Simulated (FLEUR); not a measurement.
# Zn (Fm-3m) in FLEUR: further runs

The runs below take Zn through single point, with PBEsol.

Everything below comes from runs of FLEUR MaX-R8.1 (later development tree). Logs are shortened: lines on timing, memory, paths and dates and some standing lists are left out, and cuts for length are marked.

**1. Starting point**

Symmetry: Fm-3m, No. 225, cubic system. The conventional cell has a = 4.056 Å, b = 4.056 Å, c = 4.056 Å, α = 90.00°, β = 90.00°, γ = 90.00°. Around Zn (site symmetry m-3m) lie 12 Zn at 2.87 Å.

This isn't the form of Zn at room conditions, which is hcp.

**2. Single point, PBEsol**

Contents of inp.xml:

```xml
<?xml version="1.0" encoding="UTF-8" standalone="no"?>
<fleurInput fleurInputVersion="0.39">
   <comment>
      Zn                                                                                                  
   </comment>
   <calculationSetup>
      <cutoffs Kmax="4.34" Gmax="13.4" GmaxXC="13.4" numbands="0"/>
      <scfLoop itmax="60" minDistance="0.00001" maxIterBroyd="15" imix="Anderson" alpha="0.05" precondParam="0.0" spinf="2.0" sdNocoIR="T"/>
      <coreElectrons ctail="T" frcor="F" kcrel="0" coretail_lmax="0"/>
      <xcFunctional name="PBEs" relativisticCorrections="F"/>
      <magnetism jspins="1"/>
      <soc l_soc="F" theta="0.0" phi="0.0" spav="F"/>
      <expertModes spex="0" secvar="F"/>
      <geometryOptimization l_f="F" forcealpha="1.0" forcemix="BFGS" epsdisp="0.00001" epsforce="0.00001"/>
      <ldaU l_linMix="F" mixParam="0.05" spinf="1.0"/>
   </calculationSetup>
   <cell>
      <bzIntegration valenceElectrons="20.0" mode="hist" fermiSmearingEnergy="0.00183747">
         <kPointListSelection listName="default-1"/>
         <!-- k-points included here -->
         <xi:include xmlns:xi="http://www.w3.org/2001/XInclude" href="kpts.xml"> </xi:include>
      </bzIntegration>
      <!-- symmetry operations included here -->
      <xi:include xmlns:xi="http://www.w3.org/2001/XInclude" href="sym.xml"> </xi:include>
      <bulkLattice scale="1.0">
         <bravaisMatrix>
            <row-1>    0.0000000000000000     3.8327410067628884     3.8327410067628884</row-1>
            <row-2>    3.8327410067628884     0.0000000000000000     3.8327410067628884</row-2>
            <row-3>    3.8327410067628884     3.8327410067628884     0.0000000000000000</row-3>
         </bravaisMatrix>
      </bulkLattice>
   </cell>
   <atomSpecies>
      <species name="Zinc (Zn)" element="Zn" atomicNumber="30">
         <mtSphere radius="2.26" gridPoints="829" logIncrement="0.015"/>
         <atomicCutoffs lmax="10" lnonsphr="10"/>
         <electronConfig flipSpins="F">
            <coreConfig>(1s1/2) (2s1/2) (2p1/2) (2p3/2)</coreConfig>
            <valenceConfig>(3s1/2) (3p1/2) (3p3/2) (4s1/2) (3d3/2) (3d5/2)</valenceConfig>
         </electronConfig>
         <energyParameters s="4" p="4" d="3" f="4"/>
         <lo type="SCLO" l="0" n="3" eDeriv="0"/>
         <lo type="SCLO" l="1" n="3" eDeriv="0"/>
         <lo type="SCLO" l="1" n="3" eDeriv="1"/>
         <lo type="HELO" l="2" n="4" eDeriv="0"/>
         <lo type="HELO" l="2" n="4" eDeriv="1"/>
         <lo type="SCLO" l="3" n="4" eDeriv="2"/>
      </species>
   </atomSpecies>
   <atomGroups>
      <atomGroup species="Zinc (Zn)">
         <relPos label="                   1">.0000000000 .0000000000 .0000000000</relPos>
         <force calculate="T" relaxXYZ="TTT"/>
      </atomGroup>
   </atomGroups>
   <output dos="F" band="F" slice="F">
      <checks vchk="F" cdinf="F"/>
      <bandDOS minEnergy="-.5*Htr" maxEnergy="0.5*Htr" sigma="0.015" storeEVData="T"/>
      <vacuumDOS vacdos="F" integ="F" star="F" nstars="0" locx1="0.0" locy1="0.0" locx2="0.0" locy2="0.0" nstm="0" tworkf="0.0"/>
      <unfoldingBand unfoldBand="F" supercellX="1" supercellY="1" supercellZ="1"/>
      <plotting iplot="0" polar="F">
         <plot TwoD="T" vec1="  1.0  0.0  0.0" vec2="  0.0  1.0  0.0" vec3="  0.0  0.0  1.0" zero="  0.0  0.0  0.0" file="plot"/>
      </plotting>
      <chargeDensitySlicing numkpt="0" minEigenval="0.0" maxEigenval="0.0" nnne="0" pallst="F"/>
      <specialOutput eonly="F"/>
      <moessbauerParams electricFieldGradient="T" isomerShift="T" coreHyperfine="T" valenceHyperfine="T"/>
      <magneticCircularDichroism mcd="F" energyLo="-10.0" energyUp="0.0"/>
   </output>
  <!-- We include the file relax.xml here to enable relaxations (see documentation) -->
  <xi:include xmlns:xi="http://www.w3.org/2001/XInclude" href="relax.xml"> <xi:fallback/> </xi:include>
</fleurInput>
```

Contents of crystal.txt:

```
Zn
&input cartesian=F /
0.0000000000  2.0281991961  2.0281991961
2.0281991961  0.0000000000  2.0281991961
2.0281991961  2.0281991961  0.0000000000
1.8897261246
1.0 1.0 1.0

1
30 0.0000000000  0.0000000000  0.0000000000

&kpt div1=12 div2=12 div3=12 gamma=T /
```

Potentials or basis: all-electron, FLAPW.

Launch:

```bash
inpgen -f crystal.txt -profile fastHighL
# inp.xml edited to the form shown
fleur_MPI
```

Log:

```text
Welcome to FLEUR        (www.flapw.de)
      MaX-Release 8.1          (www.max-centre.eu)

 ========== k-point set info ==========
 Selected k-point list: default-1
 k-point list type: mesh
 12 x 12 x 12
 Number of k points: 72

 ------------Calculation Setup---------------------------
 Number of MPI-tasks      :            1
 Number of PE/node        :            1
 Number of OMP-threads    :            1
 Most efficient MPI parallelization for:
           1           2           3           4           6           8           9          12          18          24          36          72
 Additional eigenvalue parallelization possible
 Number of basis functions:          211
 Approximate size of matrices (H+S) per k-point:         0.001 GB
 --------------------------------------------------------
 Iteration:     1   Distance:       8.35582910 me/bohr^3
 Iteration:     2   Distance:       6.88336015 me/bohr^3
 Iteration:     3   Distance:       3.37127114 me/bohr^3
 Iteration:     4   Distance:       1.88780406 me/bohr^3
 Iteration:     5   Distance:       1.82953948 me/bohr^3
 Iteration:     6   Distance:       0.30714508 me/bohr^3
 Iteration:     7   Distance:       0.31878891 me/bohr^3
 Iteration:     8   Distance:       0.00655521 me/bohr^3
 Iteration:     9   Distance:       0.00906953 me/bohr^3
 Iteration:    10   Distance:       0.00042507 me/bohr^3
 Iteration:    11   Distance:       0.00022088 me/bohr^3
 Iteration:    12   Distance:       0.00003000 me/bohr^3
 Iteration:    13   Distance:       0.00000154 me/bohr^3

 ********************************************************************
 Run finished successfully
 Stop message:
   all done
 ********************************************************************
```

out.xml (last iteration):

```text
<iteration numberForCurrentRun="   13" overallNumber="   13">
         <energyParameters units="Htr">
            <atomicEP atomType="1" spin="1" branch="4s" branchLowest="-4.39" branchHighest="1.32" value="0.0618588150"/>
            <atomicEP atomType="1" spin="1" branch="4p" branchLowest="-2.71" branchHighest="1.96" value="0.2320030177"/>
            <atomicEP atomType="1" spin="1" branch="3d" branchLowest="-9.99" branchHighest="0.03" value="-0.0280116100"/>
            <atomicEP atomType="1" spin="1" branch="4f" branchLowest="-9.99" branchHighest="3.59" value="0.5701751797"/>
            <loAtomicEP atomType="1" spin="1" branch="3s" branchLowest="-42.18" branchHighest="-4.39" value="-4.3959159777"/>
            <loAtomicEP atomType="1" spin="1" branch="3p" branchLowest="-36.52" branchHighest="-2.71" value="-2.7184558338"/>
            <loAtomicEP atomType="1" spin="1" branch="3p" branchLowest="-36.52" branchHighest="-2.71" value="-2.7184558338"/>
            <heloAtomicEP atomType="1" spin="1" branch="4d" branchLowest="2.31" branchHighest="2.31" value="2.3126421475"/>
            <heloAtomicEP atomType="1" spin="1" branch="4d" branchLowest="2.31" branchHighest="2.31" value="2.3126421475"/>
            <loAtomicEP atomType="1" spin="1" branch="4f" branchLowest="-9.99" branchHighest="3.59" value="0.5701783557"/>
         </energyParameters>
         <eigenvalues>
            <eigenvaluesAt spin="1" ikpt="1" k_x="0.00000000" k_y="0.00000000" k_z="0.00000000">
                      -4.3959575593       -2.7168803625       -2.7168803625       -2.7168803625       -0.1226987627
                      -0.0382874858       -0.0382874858       -0.0382874858       -0.0265464478       -0.0265464478
                       0.8526374259        0.8526374259        0.8526374259        0.8901386910        0.9543143467
                       0.9543143467
            </eigenvaluesAt>
            <eigenvaluesAt spin="1" ikpt="2" k_x="0.00000000" k_y="0.00000000" k_z="0.08333333">
                      -4.3959545984       -2.7169139872       -2.7168857097       -2.7168857097       -0.1155192629
                      -0.0387507378       -0.0375653897       -0.0375653897       -0.0267217572       -0.0267217572
                       0.7519126654        0.8331138552        0.8331138552        0.8776190699        0.9853511072
                       0.9853511072
            </eigenvaluesAt>
            <eigenvaluesAt spin="1" ikpt="3" k_x="0.00000000" k_y="0.00000000" k_z="0.16666667">
                      -4.3959466318       -2.7170080043       -2.7169006192       -2.7169006192       -0.0949653024
                      -0.0389423489       -0.0361137969       -0.0361137969       -0.0266557701       -0.0266557701
                       0.6132420531        0.8022871744        0.8022871744        0.8702415056        1.0384176207
                       1.0384176207
            </eigenvaluesAt>
            <eigenvaluesAt spin="1" ikpt="4" k_x="0.00000000" k_y="0.00000000" k_z="0.25000000">
                      -4.3959357846       -2.7171359737       -2.7169221199       -2.7169221199       -0.0690829977
                      -0.0357887721       -0.0357887721       -0.0302536667       -0.0248471794       -0.0248471794
                       0.4818531194        0.7773414042        0.7773414042        0.8610964168        0.9818914323
                       0.9818914323
            </eigenvaluesAt>
         </eigenvalues>
         <bandgap value="0.0608572415" units="eV"/>
         <sumValenceSingleParticleEnergies value="-25.2491500215" units="Htr"/>
         <FermiEnergy value="0.2289665639" units="Htr"/>
         <valenceDensity>
            <mtCharges spin="1">
               <mtCharge atomType="1" total="18.5740828" s="2.5619531" p="6.3204441" d="9.6866859" f="0.0042944"/>
            </mtCharges>
            <spinDependentCharge spin="1" total="20.0000000" interstitial="1.4259172" mtSpheres="18.5740828"/>
            <totalCharge value="20.0000000001"/>
         </valenceDensity>
         <coreStates atomType="     1" atomicNumber=" 30" spin="1" kinEnergy="   1575.6359308922" eigValSum="  -1002.1968417656" lostElectrons=" 0.000000">
            <state n="1" l="0" j="0.5" energy="-349.3269815177" weight="1.0000000000"/>
            <state n="2" l="0" j="0.5" energy="-42.1778363116" weight="1.0000000000"/>
            <state n="2" l="1" j="0.5" energy="-37.1153008033" weight="1.0000000000"/>
            <state n="2" l="1" j="1.5" energy="-36.2391511251" weight="2.0000000000"/>
         </coreStates>
         <allElectronCharges>
            <spinDependentCharge spin="1" total="30.0000000" interstitial="1.4259172" mtSpheres="28.5740828"/>
            <totalCharge value="30.0000000002"/>
         </allElectronCharges>
         <moessbauerParams unitsHFF="kG" unitsIS="e/bohr^3" unitsEFG="Htr/bohr^2">
            <coreIsomerShift atomType="1" isTotal="24823.07447">
               <shell n="1" l="0" isomerShift="22582.10163"/>
               <shell n="2" l="0" isomerShift="2224.08912"/>
               <shell n="2" l="1" isomerShift="16.88372"/>
            </coreIsomerShift>
            <isomerShift atomType="1" nucleusRadius="0.0000952" averageDensity="25166.21347"/>
            <electricFieldGradient atomType="1" VXX="0.00000" VYY="0.00000" VZZ="0.00000" asymParam="0.00000">
            </electricFieldGradient>
         </moessbauerParams>
         <totalEnergy                                    value="    -1794.7110139300" units="Htr">
            <sumOfEigenvalues                            value="    -1027.4459917870">
               <coreElectrons value="-1002.1968417656"/>
               <valenceElectrons value="-25.2491500215"/>
            </sumOfEigenvalues>
            <densityCoulombPotentialIntegral value="-2762.7417383111"/>
            <densityEffectivePotentialIntegral value="-2854.8011483398"/>
            <chargeDenXCDenIntegral value="-70.2134570694"/>
            <FockExchangeEnergyValence value="0.0000000000"/>
            <FockExchangeEnergyCore value="0.0000000000"/>
            <atomTypeDependentContributions atomType="1">
               <electronNucleiInteractionDifferentMTs value="2158.0665546493"/>
               <MadelungTerm value="-12.4152896085"/>
            </atomTypeDependentContributions>
            <tkbTimesEntropy value="0.0001547959"/>
            <freeEnergy value="-1794.7111687259"/>
            <extrapolationTo0K value="-1794.7110913279"/>
         </totalEnergy>
         <densityConvergence units="me/bohr^3">
            <chargeDensity spin="1" distance="0.0000015353"/>
         </densityConvergence>
      </iteration>
```

Run time: 24 s. Hardware: 1 thread of Intel Xeon Platinum 8259CL at 2.50GHz (Skylake/Cascade Lake), shared host; peak memory 0.07 GiB.

Results:

```yaml
Free_energy: -48836.5788 eV
Band_gap_on_the_k_mesh: none (metal or under the smearing width)
Valence_electrons_inside_the_program's_atomic_spheres: Zn 18.57 (radii Zn 2.26 bohr)
```

Core levels (eV from the Fermi level):
```
atom                                                     levels
1 Zn  1s1/2 -9511.9, 2s1/2 -1153.9, 2p1/2 -1016.2, 2p3/2 -992.3
```

**3. Single point, PBEsol**

This run uses another cell than the first one, of 15.93 Å³/atom, 0.955 times its volume.

inp.xml: that of step 2 with these lines changed.

```diff
@@ -26,5 +26,5 @@
          <bravaisMatrix>
-            <row-1>    0.0000000000000000     3.8327410067628884     3.8327410067628884</row-1>
-            <row-2>    3.8327410067628884     0.0000000000000000     3.8327410067628884</row-2>
-            <row-3>    3.8327410067628884     3.8327410067628884     0.0000000000000000</row-3>
+            <row-1>    0.0000000000000000     3.7737663815209577     3.7737663815209577</row-1>
+            <row-2>    3.7737663815209577     0.0000000000000000     3.7737663815209577</row-2>
+            <row-3>    3.7737663815209577     3.7737663815209577     0.0000000000000000</row-3>
          </bravaisMatrix>
@@ -34,3 +34,3 @@
       <species name="Zinc (Zn)" element="Zn" atomicNumber="30">
-         <mtSphere radius="2.26" gridPoints="829" logIncrement="0.015"/>
+         <mtSphere radius="2.26" gridPoints="817" logIncrement="0.015"/>
          <atomicCutoffs lmax="10" lnonsphr="10"/>
```

Contents of crystal.txt:

```
Zn
&input cartesian=F /
0.0000000000  1.9969911684  1.9969911684
1.9969911684  0.0000000000  1.9969911684
1.9969911684  1.9969911684  0.0000000000
1.8897261246
1.0 1.0 1.0

1
30 0.0000000000  0.0000000000  0.0000000000

&kpt div1=12 div2=12 div3=12 gamma=T /
```

Potentials or basis: all-electron, FLAPW.

Launch:

```bash
inpgen -f crystal.txt -profile fastHighL
# inp.xml edited to the form shown
fleur_MPI
```

Wall time 22 s (1 thread of Intel Xeon Platinum 8259CL at 2.50GHz (Skylake/Cascade Lake), shared host); peak memory 0.07 GiB.

The run converged. Its results:

* Free energy: -48836.6191 eV
* Band gap on the k mesh: none (metal or under the smearing width)
* Valence electrons inside the program's atomic spheres: Zn 18.60 (radii Zn 2.26 bohr)

Levels at points of the mesh, in eV from the Fermi level:
| k point | band 8 | band 9 | band 10 | band 11 | band 12 | band 13 |
| --- | --- | --- | --- | --- | --- | --- |
| (0.00, 0.00, 0.00) | -7.38 | -7.03 | -7.03 | 17.58 | 17.58 | 17.58 |
| (0.00, 0.00, 0.50) | -6.77 | -6.77 | -2.65 | -1.40 | 14.67 | 14.67 |
| (0.00, 0.50, 0.50) | -6.71 | -6.71 | -0.83 | 1.60 | 8.19 | 8.19 |

Core levels (eV from the Fermi level):
```tsv
atom	levels
1 Zn	1s1/2 -9512.0, 2s1/2 -1154.0, 2p1/2 -1016.3, 2p3/2 -992.4
```

[end of part 1 of 2]
